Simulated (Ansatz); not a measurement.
Born–Oppenheimer molecular dynamics of a periodic cell of 24 atoms, PbF$_{2}$ (host PbF2, host structure Fm-3m). It goes on from the last frame of an earlier run, with new velocities.

Computed with DFT PBE-D3(BJ), scalar-relativistic, plane waves, PAW (Ansatz 0.2.0). Settings: accuracy low, cutoff 420 eV, k mesh 1x1x1, fermi-dirac smearing 0.05 eV, no spin polarisation.

* ensemble: NVT, Nosé–Hoover chain
* time step: 2 fs
* steps asked: 270
* set temperature: 650 K
* thermostat: time constant 200 fs, chain length 1
* seed: 450736

Frames 10 fs apart, positions in Å.

Velocities at 100.0 fs (Å/ps):

```
Pb 0.63 -1.20 0.41
F -5.90 0.49 6.84
F -1.41 -1.81 -7.42
Pb -1.18 1.91 -2.16
F 4.94 -9.00 4.24
F -5.77 -2.21 3.83
Pb -0.01 -0.26 1.32
F -2.40 3.36 3.67
F -1.50 0.67 -6.41
Pb 0.62 0.20 -0.67
F -2.62 1.62 -1.96
F -6.84 -1.84 -4.21
Pb -0.02 1.30 -0.67
F 4.60 0.37 -3.12
F -0.85 3.46 -7.57
Pb -0.26 2.21 2.19
F -7.25 -0.88 6.10
F -8.04 5.21 -2.90
Pb 0.90 -2.52 0.16
F -4.81 -5.25 -4.15
F 9.50 0.65 -2.19
Pb 2.37 -1.44 0.45
F 0.97 4.76 4.75
F -6.04 -1.77 -0.61
```

```xyz
24
Lattice="0.0000 5.9159 5.9159 5.9159 0.0000 5.9159 5.9159 5.9159 0.0000" Properties=species:S:1:pos:R:3 time_fs=100.0 energy_less_start_eV=0.514 T=485
Pb 0.032 -0.001 0.220
F 4.512 4.256 4.669
F 1.481 1.627 1.697
Pb 2.941 3.113 -0.145
F 7.364 7.302 4.441
F 4.131 4.330 1.889
Pb 2.861 -0.003 2.800
F 7.294 4.587 7.394
F 4.629 1.384 4.226
Pb 5.800 2.914 2.736
F 10.473 7.131 7.672
F 7.520 4.556 4.356
Pb 0.127 2.984 2.963
F 4.361 7.420 7.406
F 1.375 4.127 4.849
Pb 2.883 6.054 3.230
F 7.389 10.077 7.280
F 4.499 7.450 4.341
Pb 3.045 2.710 5.745
F 7.310 7.282 10.699
F 4.381 4.390 7.560
Pb 5.983 5.979 5.964
F 10.364 10.369 10.554
F 7.469 7.423 7.267
24
Lattice="0.0000 5.9159 5.9159 5.9159 0.0000 5.9159 5.9159 5.9159 0.0000" Properties=species:S:1:pos:R:3 time_fs=110.0 energy_less_start_eV=0.395 T=529
Pb 0.038 -0.014 0.223
F 4.454 4.275 4.726
F 1.472 1.601 1.608
Pb 2.929 3.132 -0.166
F 7.418 7.215 4.480
F 4.076 4.307 1.915
Pb 2.862 -0.007 2.814
F 7.278 4.616 7.432
F 4.602 1.381 4.173
Pb 5.807 2.916 2.731
F 10.438 7.152 7.648
F 7.445 4.528 4.322
Pb 0.125 2.998 2.957
F 4.410 7.424 7.362
F 1.374 4.170 4.752
Pb 2.882 6.074 3.251
F 7.322 10.088 7.349
F 4.409 7.504 4.326
Pb 3.055 2.686 5.748
F 7.271 7.237 10.651
F 4.475 4.394 7.536
Pb 6.005 5.963 5.968
F 10.375 10.422 10.602
F 7.407 7.395 7.279
24
Lattice="0.0000 5.9159 5.9159 5.9159 0.0000 5.9159 5.9159 5.9159 0.0000" Properties=species:S:1:pos:R:3 time_fs=120.0 energy_less_start_eV=0.374 T=540
Pb 0.042 -0.029 0.224
F 4.395 4.316 4.758
F 1.471 1.563 1.506
Pb 2.917 3.151 -0.183
F 7.482 7.145 4.503
F 4.029 4.283 1.917
Pb 2.868 -0.012 2.827
F 7.276 4.633 7.469
F 4.545 1.359 4.147
Pb 5.812 2.919 2.730
F 10.388 7.185 7.613
F 7.364 4.482 4.302
Pb 0.120 3.015 2.951
F 4.456 7.427 7.292
F 1.391 4.223 4.633
Pb 2.881 6.091 3.268
F 7.275 10.141 7.415
F 4.312 7.566 4.339
Pb 3.066 2.664 5.753
F 7.246 7.212 10.593
F 4.560 4.392 7.516
Pb 6.024 5.945 5.971
F 10.385 10.481 10.645
F 7.349 7.357 7.327
24
Lattice="0.0000 5.9159 5.9159 5.9159 0.0000 5.9159 5.9159 5.9159 0.0000" Properties=species:S:1:pos:R:3 time_fs=130.0 energy_less_start_eV=0.427 T=527
Pb 0.045 -0.044 0.223
F 4.333 4.372 4.767
F 1.480 1.523 1.415
Pb 2.904 3.169 -0.197
F 7.557 7.101 4.505
F 3.998 4.255 1.895
Pb 2.877 -0.018 2.840
F 7.283 4.633 7.505
F 4.457 1.329 4.153
Pb 5.816 2.921 2.734
F 10.330 7.229 7.562
F 7.291 4.424 4.290
Pb 0.114 3.033 2.945
F 4.489 7.426 7.206
F 1.425 4.277 4.514
Pb 2.881 6.104 3.283
F 7.260 10.225 7.457
F 4.224 7.643 4.376
Pb 3.079 2.645 5.760
F 7.226 7.213 10.532
F 4.628 4.382 7.509
Pb 6.038 5.924 5.975
F 10.385 10.533 10.668
F 7.305 7.325 7.400
24
Lattice="0.0000 5.9159 5.9159 5.9159 0.0000 5.9159 5.9159 5.9159 0.0000" Properties=species:S:1:pos:R:3 time_fs=140.0 energy_less_start_eV=0.594 T=476
Pb 0.047 -0.060 0.221
F 4.271 4.435 4.757
F 1.498 1.490 1.352
Pb 2.890 3.187 -0.206
F 7.631 7.085 4.491
F 3.990 4.223 1.850
Pb 2.889 -0.025 2.852
F 7.293 4.616 7.536
F 4.353 1.310 4.186
Pb 5.817 2.923 2.742
F 10.272 7.284 7.493
F 7.231 4.363 4.282
Pb 0.106 3.052 2.938
F 4.506 7.421 7.117
F 1.467 4.329 4.409
Pb 2.883 6.110 3.293
F 7.270 10.323 7.471
F 4.164 7.733 4.422
Pb 3.092 2.629 5.768
F 7.199 7.237 10.474
F 4.674 4.366 7.515
Pb 6.048 5.900 5.978
F 10.371 10.569 10.662
F 7.281 7.309 7.488
24
Lattice="0.0000 5.9159 5.9159 5.9159 0.0000 5.9159 5.9159 5.9159 0.0000" Properties=species:S:1:pos:R:3 time_fs=150.0 energy_less_start_eV=0.873 T=387
Pb 0.048 -0.074 0.216
F 4.215 4.499 4.737
F 1.523 1.469 1.325
Pb 2.876 3.203 -0.209
F 7.683 7.091 4.472
F 4.008 4.196 1.790
Pb 2.904 -0.034 2.861
F 7.301 4.588 7.559
F 4.260 1.321 4.240
Pb 5.814 2.923 2.752
F 10.226 7.341 7.410
F 7.184 4.309 4.271
Pb 0.098 3.071 2.930
F 4.509 7.409 7.038
F 1.503 4.377 4.328
Pb 2.885 6.112 3.301
F 7.294 10.407 7.463
F 4.142 7.817 4.454
Pb 3.107 2.616 5.778
F 7.159 7.280 10.423
F 4.695 4.349 7.527
Pb 6.054 5.874 5.982
F 10.344 10.584 10.620
F 7.274 7.309 7.573
24
Lattice="0.0000 5.9159 5.9159 5.9159 0.0000 5.9159 5.9159 5.9159 0.0000" Properties=species:S:1:pos:R:3 time_fs=160.0 energy_less_start_eV=1.073 T=325
Pb 0.047 -0.087 0.209
F 4.178 4.563 4.715
F 1.548 1.460 1.333
Pb 2.859 3.220 -0.206
F 7.688 7.111 4.459
F 4.052 4.184 1.719
Pb 2.922 -0.042 2.866
F 7.306 4.560 7.570
F 4.208 1.367 4.303
Pb 5.810 2.923 2.765
F 10.203 7.389 7.326
F 7.147 4.274 4.256
Pb 0.091 3.088 2.923
F 4.502 7.389 6.982
F 1.521 4.420 4.279
Pb 2.888 6.109 3.306
F 7.319 10.460 7.441
F 4.166 7.875 4.447
Pb 3.121 2.608 5.789
F 7.105 7.330 10.382
F 4.689 4.340 7.533
Pb 6.057 5.848 5.986
F 10.311 10.581 10.544
F 7.280 7.320 7.640
24
Lattice="0.0000 5.9159 5.9159 5.9159 0.0000 5.9159 5.9159 5.9159 0.0000" Properties=species:S:1:pos:R:3 time_fs=170.0 energy_less_start_eV=1.011 T=350
Pb 0.046 -0.097 0.198
F 4.169 4.624 4.699
F 1.566 1.461 1.365
Pb 2.841 3.234 -0.196
F 7.638 7.136 4.453
F 4.117 4.198 1.640
Pb 2.943 -0.052 2.869
F 7.313 4.540 7.561
F 4.218 1.433 4.354
Pb 5.802 2.921 2.779
F 10.220 7.409 7.261
F 7.122 4.265 4.236
Pb 0.085 3.103 2.917
F 4.489 7.358 6.955
F 1.511 4.460 4.264
Pb 2.893 6.104 3.308
F 7.341 10.471 7.413
F 4.224 7.899 4.399
Pb 3.131 2.608 5.802
F 7.047 7.375 10.357
F 4.655 4.346 7.524
Pb 6.056 5.821 5.991
F 10.280 10.569 10.443
F 7.293 7.337 7.677
24
Lattice="0.0000 5.9159 5.9159 5.9159 0.0000 5.9159 5.9159 5.9159 0.0000" Properties=species:S:1:pos:R:3 time_fs=180.0 energy_less_start_eV=0.700 T=462
Pb 0.043 -0.105 0.185
F 4.190 4.676 4.691
F 1.571 1.470 1.408
Pb 2.823 3.246 -0.182
F 7.545 7.164 4.455
F 4.192 4.245 1.550
Pb 2.965 -0.060 2.869
F 7.331 4.531 7.531
F 4.289 1.497 4.372
Pb 5.794 2.917 2.793
F 10.285 7.389 7.232
F 7.112 4.284 4.217
Pb 0.080 3.114 2.913
F 4.469 7.317 6.957
F 1.472 4.499 4.284
Pb 2.898 6.098 3.308
F 7.362 10.445 7.386
F 4.296 7.894 4.325
Pb 3.135 2.616 5.817
F 6.997 7.409 10.353
F 4.600 4.367 7.498
Pb 6.051 5.797 5.996
F 10.258 10.553 10.334
F 7.311 7.357 7.676
```

Of the whole run (540 fs, mean temperature of the second half 709 K): The conserved energy stayed within 0.085 meV per atom of its start (net change 0.084 meV per atom), so the integration is sound. A run of 0.54 ps of so small a system gives no equilibrium averages. Limits of this set-up: coarse k mesh, low accuracy level.

Time of the run: 14 min on 1 thread of Arm Neoverse V1, on a shared host, peak memory 0.56 GiB.
